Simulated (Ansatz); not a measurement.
# HfSn3Se8: the cost of one run

Computed with Ansatz 0.2.0 (DFT PBE, scalar-relativistic, plane waves, PAW, unless a step's input says otherwise).

## 1. The structure to begin with

The structure is trigonal, space group P-3m1 (No. 164). The conventional cell has a = 3.835 Å, b = 3.835 Å, c = 25.898 Å, α = 90.00°, β = 90.00°, γ = 120.00°. Around Hf (site symmetry -3m) lie 6 Se at 2.72 Å. Sn (site symmetry 3m) has 6 Se at 2.72 Å as nearest neighbours. Sn (site symmetry -3m) is surrounded by 6 Se at 2.72 Å. Se (site symmetry 3m) is surrounded by 3 Hf at 2.72 Å. Se (site symmetry 3m) has 3 Sn at 2.72 Å as nearest neighbours.

Coordinates:

```cif
data_structure
_symmetry_space_group_name_H-M 'P-3m1'
_symmetry_Int_Tables_number 164
_cell_length_a 3.8352
_cell_length_b 3.8352
_cell_length_c 25.8985
_cell_angle_alpha 90.000
_cell_angle_beta 90.000
_cell_angle_gamma 120.000
_cell_volume 329.90
loop_
_atom_site_label
_atom_site_type_symbol
_atom_site_symmetry_multiplicity
_atom_site_Wyckoff_symbol
_atom_site_fract_x
_atom_site_fract_y
_atom_site_fract_z
_atom_site_occupancy
Hf1 Hf 1 a 0.00000 0.00000 0.00000 1
Sn1 Sn 2 c 0.00000 0.00000 0.75000 1
Sn2 Sn 1 b 0.00000 0.00000 0.50000 1
Se1 Se 2 d 0.66667 0.33333 0.93927 1
Se2 Se 2 d 0.66667 0.33333 0.18927 1
Se3 Se 2 d 0.66667 0.33333 0.43927 1
Se4 Se 2 d 0.66667 0.33333 0.68927 1
```

The start is an ordering of an alloy on its end members' structure types: elements ordered on the sites of the SnSe2 type, Sn/Hf on Sn (P-3m1, No. 164).

## 2. The guess as it stands, on a coarse mesh

Contents of input.yaml:

```yaml
crystal:
  lattice:
    - [3.83523204, 0.0, 0.0]
    - [-1.91761602, 3.32140838, 0.0]
    - [0.0, 0.0, 25.89849791]
  atoms:
    - { symbol: Hf, position: [0.0, 0.0, 0.0] }
    - { symbol: Sn, position: [0.0, 0.0, 0.75] }
    - { symbol: Sn, position: [0.0, 0.0, 0.25] }
    - { symbol: Sn, position: [0.0, 0.0, 0.5] }
    - { symbol: Se, position: [0.66666667, 0.33333333, 0.93927471] }
    - { symbol: Se, position: [0.66666667, 0.33333333, 0.18927471] }
    - { symbol: Se, position: [0.66666667, 0.33333333, 0.43927471] }
    - { symbol: Se, position: [0.66666667, 0.33333333, 0.68927471] }
    - { symbol: Se, position: [0.33333333, 0.66666667, 0.81072529] }
    - { symbol: Se, position: [0.33333333, 0.66666667, 0.06072529] }
    - { symbol: Se, position: [0.33333333, 0.66666667, 0.31072529] }
    - { symbol: Se, position: [0.33333333, 0.66666667, 0.56072529] }
basis:
  ecutwfc: 420
kpoints:
  mp_grid: { grid: [6, 6, 1] }
hamiltonian:
  xc: pbe
scf:
  occupations: { method: gaussian, width: 0.1 }
  lower_state_search: "off"
output:
  forces: true
  stress: true
  eigenvalues: true
```

Command:

```bash
$ ansatz run input.yaml --threads 1 --pin off --max-ram 2560MiB --backend cpu --events-out ev --progress --plain --runs-dir out
```

Q: Estimate wall time and peak memory on 1 thread of Intel Xeon 6975P-C (Granite Rapids), shared host.

About 7.8 s, with a peak of 0.75 GiB.
